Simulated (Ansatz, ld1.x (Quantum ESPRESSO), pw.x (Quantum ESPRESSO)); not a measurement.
# From atom to crystal: TM potential for gallium (Ga)

- Element: Ga
- Generator: ld1.x (Quantum ESPRESSO) 7.5
- Type: norm-conserving Troullier–Martins (Kleinman–Bylander form)
- Functional: PBE
- Relativity: scalar-relativistic
- Frozen core: [Ar] 3d10
- Valence charge: 3
- Reference configuration: 4s2 4p1
- Partial waves: 4s (bound): rc 2.00 bohr; 4p (bound): rc 1.95 bohr
- Local potential: all-electron potential smoothed inside 1.75 bohr (lloc = -1)
- Core correction: a·sin(br)/r model core inside 1.55 bohr

Atomic tests: cutoffs needed: 12 Ry and 35 Ry (the cutoffs (Ry, on a coarse ladder) from which the occupation-weighted sum of valence levels, in a spherical-Bessel basis at the reference potential, stays within 10 and 1 mRy of its value at 400 Ry); ghost test: no extra level below or beside the all-electron valence levels (s, p, d, f tested) (spherical-Bessel basis up to 400 Ry, 20 bohr box); largest excitation error: -168 meV (all-electron minus pseudo) for 4s1 4p0, out of 7 test configurations.

Crystal test: fcc Ga in pw.x 7.5, no spin, 13³ k-points, Fermi–Dirac smearing 0.01 Ry, cutoffs 50/200 Ry. The reference is all-electron LAPW (Ansatz 0.2.0) with the same functional, mesh and smearing; V0 and B0 come from Birch–Murnaghan fits to the pressures at five volumes. Errors are pseudo minus all-electron; Δ is the rms difference of the E(V) curves that follow from these fits, minima aligned, over ±6 % about the mean V0. Mesh and smearing are coarse, so the numbers serve the comparison and aren't converged zero-temperature values; the lattice is a test structure that the element need not adopt.

All-electron: a0 = 4.236 Å (V0 = 19.00 Å³/atom), B0 = 48.8 GPa.

Question: How far does the potential miss the all-electron equation of state?

Answer: mean pressure error (GPa): -14.07. The pressure does not cross zero within the volumes sampled, so no fit is given. This is a poor potential for the solid. The pseudo pressure rises with volume over part of the range, a mechanical instability.

```json
{"V (Å³/atom)": "18.074", "P all-electron (GPa)": "2.74", "P pseudo (GPa)": "-14.03"}
{"V (Å³/atom)": "18.549", "P all-electron (GPa)": "1.23", "P pseudo (GPa)": "-14.03"}
{"V (Å³/atom)": "19.025", "P all-electron (GPa)": "-0.07", "P pseudo (GPa)": "-13.99"}
{"V (Å³/atom)": "19.501", "P all-electron (GPa)": "-1.20", "P pseudo (GPa)": "-13.94"}
{"V (Å³/atom)": "19.976", "P all-electron (GPa)": "-2.17", "P pseudo (GPa)": "-13.85"}
```

Question: At the middle volume, how do free energy and pressure move when the wave cutoff is lowered (ecutrho kept at four times it)?

Answer:

```
cutoff (Ry)  shift of F (meV/atom)  shift of P (GPa)
         22                  +55.4             -0.72
         30                  +13.1             -0.39
         40                   +1.2             +0.10
```

Input at the middle volume:

```
&control
  calculation='scf', prefix='x', pseudo_dir='./', outdir='./tmp', tstress=.true., disk_io='none'
/
&system
  ibrav=0, nat=1, ntyp=1, ecutwfc=50, ecutrho=200, nbnd=8,
  occupations='smearing', smearing='fd', degauss=0.01
/
&electrons
  conv_thr=1e-09, mixing_beta=0.4, electron_maxstep=70
/
ATOMIC_SPECIES
Ga 1.0 Ga.UPF
CELL_PARAMETERS angstrom
  0.00000000 2.11884029 2.11884029
  2.11884029 0.00000000 2.11884029
  2.11884029 2.11884029 0.00000000
ATOMIC_POSITIONS crystal
Ga 0.0000 0.0000 0.0000
K_POINTS automatic
13 13 13 0 0 0
```

```bash
pw.x < Ga.scf.in > Ga.scf.out
```

Lines of the output:

```
Message from routine setup:
     using ibrav=0 with symmetry is DISCOURAGED, use correct ibrav instead
     lattice parameter (alat)  =       5.6626  a.u.
     unit-cell volume          =     128.3871 (a.u.)^3
     number of electrons       =         3.00
     number of Kohn-Sham states=            8
     kinetic-energy cutoff     =      50.0000  Ry
     charge density cutoff     =     200.0000  Ry
     scf convergence threshold =      1.0E-09
     Exchange-correlation= PBE
     number of k points=    84  Fermi-Dirac smearing, width (Ry)=  0.0100
     iteration #  1     ecut=    50.00 Ry     beta= 0.40
     total energy              =      -7.61512197 Ry
     estimated scf accuracy    <       0.00505912 Ry
     iteration #  2     ecut=    50.00 Ry     beta= 0.40
     total energy              =      -7.61450010 Ry
     estimated scf accuracy    <       0.00154064 Ry
     iteration #  3     ecut=    50.00 Ry     beta= 0.40
     total energy              =      -7.61458713 Ry
     estimated scf accuracy    <       0.00000309 Ry
     iteration #  4     ecut=    50.00 Ry     beta= 0.40
     total energy              =      -7.61458940 Ry
     estimated scf accuracy    <       0.00000007 Ry
     iteration #  5     ecut=    50.00 Ry     beta= 0.40
     total energy              =      -7.61458942 Ry
     estimated scf accuracy    <          2.6E-09 Ry
     iteration #  6     ecut=    50.00 Ry     beta= 0.40
     the Fermi energy is     5.3949 ev
!    total energy              =      -7.61458942 Ry
     estimated scf accuracy    <          2.4E-10 Ry
     smearing contrib. (-TS)   =      -0.00208968 Ry
     The total energy is F=E-TS. E is the sum of the following terms:
     one-electron contribution =       2.53635701 Ry
     hartree contribution      =       0.01771921 Ry
     xc contribution           =      -5.01379475 Ry
     ewald contribution        =      -5.15278121 Ry
     convergence has been achieved in   6 iterations
          total   stress  (Ry/bohr**3)                   (kbar)     P=     -139.93
     Message from routine punch:
     Nothing written, as per user request (disk_io='none')
```

The run at the middle volume (84 k-points, 6 iterations) took about 3.5 s on one core of a shared host (Neoverse-V2, 96 threads, 742 GiB, load 36).
